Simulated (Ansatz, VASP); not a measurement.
## Two plane-wave programs on PbO2

INCAR

```
ALGO = Normal ; EDIFF = 1E-7
ENCUT = 520 ; GGA = RE
ISIF = 2 ; ISMEAR = -4
LASPH = T ; LCHARG = F
LREAL = F ; LWAVE = F
NBANDS = 20 ; NELM = 80
PREC = Accurate ; SIGMA = 0.1
```

Contents of KPOINTS:

```
k-points
0
Gamma
  6 6 6
```

File POSCAR:

```
PbO2
1.0
    0.0000000000      2.7019920000      2.7019920000
    2.7019920000      0.0000000000      2.7019920000
    2.7019920000      2.7019920000      0.0000000000
Pb O
1 2
Direct
    0.0000000000      0.0000000000      0.0000000000
    0.2500000000      0.2500000000      0.2500000000
    0.7500000000      0.7500000000      0.7500000000
```

Input for Ansatz:

```yaml
crystal:
  lattice:
    - [0.0, 2.701992, 2.701992]
    - [2.701992, 0.0, 2.701992]
    - [2.701992, 2.701992, 0.0]
  atoms:
    - { symbol: Pb, position: [0.0, 0.0, 0.0] }
    - { symbol: O, position: [0.25, 0.25, 0.25] }
    - { symbol: O, position: [0.75, 0.75, 0.75] }
basis:
  ecutwfc: 420
kpoints:
  mp_grid: { grid: [6, 6, 6] }
hamiltonian:
  xc: revpbe
scf:
  occupations: { method: tetrahedron_uncorrected }
output:
  forces: true
  stress: true
  eigenvalues: true
```

Alike in both runs: task single point; functional revPBE; k mesh 6 × 6 × 6; no spin polarisation.

```csv
,VASP,Ansatz
version,VASP 6.6.1,Ansatz 0.2.0
potentials or method,"VASP PAW PBE potentials, release 64 (Pb_d, O)","scalar-relativistic, plane waves, PAW"
plane-wave cutoff (eV),520,420
occupations,tetrahedron,tetrahedron-uncorrected
valence electrons in the cell,26,26
```

VASP gave:

- gap on the k mesh at the Fermi level (eV): none
- pressure (GPa): 3.1

Question: Estimate Ansatz's values.

Answer: gap on the k mesh at the Fermi level (eV): none; pressure (GPa): 3.0.

A gap of «none» marks a metal or a gap that the smearing closes. Ansatz warned: «band_table_not_solved_further».

Caveats: the PAW data sets were made with another functional, which shifts forces and pressure a little (VASP). Spin-orbit coupling is left out, which matters for the levels of Pb.
